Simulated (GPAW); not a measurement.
Crystal: Cu.

```
CELL_PARAMETERS angstrom
-1.44279 1.44279 1.37608
1.44279 -1.44279 1.37608
1.44279 1.44279 -1.37608
ATOMIC_POSITIONS crystal
Cu 0.00000 0.00000 0.00000
```

This isn't the form of Cu at room conditions, which is fcc.

- Program: GPAW 26.7.0
- Task: single point
- Functional: PBEsol
- Potentials or basis: PAW data sets generated in the run's folder for this functional
- Cutoff: 600 eV
- Basis: pw
- k mesh: 13 × 13 × 13
- Occupations: fermi-dirac, width 0.05 eV
- Spin: no spin polarisation

On this cell: pressure 0.7 GPa; band gap on the k mesh none (metal or under the smearing width).

The same run follows on a disturbed copy (cell strained at random at fixed volume):

```xyz
1
Lattice="-1.4108 1.4416 1.3667 1.3919 -1.4546 1.3605 1.4610 1.5047 -1.3803" Properties=species:S:1:pos:R:3 pbc="T T T"
Cu   -0.0015    0.0446    0.0097
```

Question: What does the disturbed cell give?

Answer: The energy (extrapolated to zero smearing) moves by +4.8 meV/atom; pressure 1.0 GPa; band gap on the k mesh none (metal or under the smearing width).

Stress tensor (GPa, compression positive):
```
-0.26 -4.50  1.38
-4.50  2.05  0.91
 1.38  0.91  1.23
```

Caveats: with this Cu data set, volumes or pressures lay over 1.5 % or 2 GPa off other programs in two to four cells of ten.
